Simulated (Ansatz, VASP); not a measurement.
## One calculation of Os, two programs

INCAR

```
PREC = Accurate ; ENCUT = 520
EDIFF = 1E-6 ; ISMEAR = -1
SIGMA = 0.08 ; LREAL = False
LASPH = True ; NELM = 100
ALGO = Normal ; ISIF = 2
LWAVE = False ; LCHARG = True
GGA = PS ; LELF = True
LVHAR = True ; NBANDS = 15
```

File KPOINTS:

```
regular mesh
0
Gamma
  17 17 10
```

File POSCAR:

```
Os
1.0
    2.7157497583      0.0000000000      0.0000000000
   -1.3578748792      2.3519082811      0.0000000000
    0.0000000000      0.0000000000      4.2907078513
Os
2
Direct
    0.3333333333      0.6666666667      0.2500000000
    0.6666666667      0.3333333333      0.7500000000
```

Input for Ansatz:

```yaml
crystal:
  lattice:
    - [2.7157497583, 0.0, 0.0]
    - [-1.3578748792, 2.3519082811, 0.0]
    - [0.0, 0.0, 4.2907078513]
  atoms:
    - { symbol: Os, position: [0.3333333333, 0.6666666667, 0.25] }
    - { symbol: Os, position: [0.6666666667, 0.3333333333, 0.75] }
kpoints:
  mp_grid: { grid: [17, 17, 10] }
  band_path:
    path:
      - [0.0, 0.0, 0.0]
      - [0.5, 0.0, 0.0]
      - [0.3333333333, 0.3333333333, 0.0]
      - [0.0, 0.0, 0.0]
      - [0.0, 0.0, 0.5]
      - [0.5, 0.0, 0.5]
      - [0.3333333333, 0.3333333333, 0.5]
      - [0.0, 0.0, 0.5]
      - [0.5, 0.0, 0.5]
    npoints: 5
scf:
  occupations: { method: fermi_dirac, width: 0.08 }
hamiltonian:
  xc: pbesol
  pseudopotentials: { kind: all_electron, lapw: { basis_error: 0.001 } }
output:
  forces: true
  stress: true
  eigenvalues: true
```

Change from the starting cell: volume scaled by 0.98.

Alike in both runs: task single point; functional PBEsol; k mesh 17 × 17 × 10; occupations fermi-dirac, width 0.08 eV; no spin polarisation.

```csv
,VASP,Ansatz
version,VASP 6.6.1,Ansatz 0.2.0
potentials or method,"VASP PAW PBE potentials, release 64 (Os)","all-electron LAPW, scalar-relativistic"
plane-wave cutoff (eV),520,see its input
```

```csv
,VASP,Ansatz,Ansatz less VASP
pressure (GPa),6.9,6.2,-0.69
largest component of the traceless stress (GPa),0.05,0.00,-0.051
```

Ansatz ran all-electron here, so the differences hold the error of VASP's frozen core and of both bases.

Caveats: the PAW data sets were made with another functional, which shifts forces and pressure a little (VASP). The runs have no spin-orbit coupling, so splittings on Os are missing.
